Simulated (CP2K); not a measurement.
Runs of CP2K 2026.2 on C. The structure is monoclinic, space group C2/m (No. 12). Conventional cell: a = 4.255 Å, b = 2.457 Å, c = 3.765 Å, α = 90.00°, β = 111.49°, γ = 90.00°. C (site symmetry m) has 3 C at 1.42 Å as nearest neighbours. This is a stacking variant of graphite.

```tsv
task	level	potentials or basis	cell	k mesh	smearing	EPS_DEFAULT	k points reduced by the point group	NGRIDS	basis sets	potentials	gap on the mesh (eV)	pressure (GPa)	largest force (eV/Å)
band structure	TB-mBJ	POTENTIAL_UZH C GTH-PBE-q4; TZVP-MOLOPT-PBE-GTH basis	as given	13 × 13 × 8	fermi-dirac 0.0259 eV	1.0E-9	yes	4	C TZVP-MOLOPT-PBE-GTH-q4	C GTH-PBE-q4 of POTENTIAL_UZH	0.94	-	-
band structure	PBEsol	POTENTIAL_UZH C GTH-PBE-q4; TZVP-MOLOPT-PBE-GTH basis	as given	13 × 13 × 8	fermi-dirac 0.05 eV	1.0E-10	yes	5	C TZVP-MOLOPT-PBE-GTH-q4	C GTH-PBE-q4 of POTENTIAL_UZH	-	(a)	-
band structure	r2SCAN	POTENTIAL_UZH C GTH-SCAN-q4; TZVP-MOLOPT-SCAN-GTH basis	as given	13 × 13 × 8	fermi-dirac 0.01 eV	1.0E-10	yes	4	C TZVP-MOLOPT-SCAN-GTH-q4	C GTH-SCAN-q4 of POTENTIAL_UZH	-	-0.4	0.01
relaxation of cell and atoms	PBEsol	POTENTIAL_UZH C GTH-PBE-q4; TZVP-MOLOPT-PBE-GTH basis	relaxed	10 × 10 × 6	fermi-dirac 0.05 eV	1.0E-9	-	4	C TZVP-MOLOPT-PBE-GTH-q4	C GTH-PBE-q4 of POTENTIAL_UZH	1.54	0.0	0.01
```

Alike in all rows: no spin polarisation.

Task: Fill in the values left out.

Result: (a) 3.9.

Caveats: the basis of atomic orbitals isn't converged, which shifts pressures, moduli and gaps; the potentials were made for another functional, which shifts forces and pressure (some runs); this functional lacks dispersion, which binds the layers, so the pressure and a relaxed spacing across them are unreliable (some runs); this is a model potential without an energy functional, so only levels have meaning (some runs); the mesh misses the band edges, which the band path finds closer together (some runs).
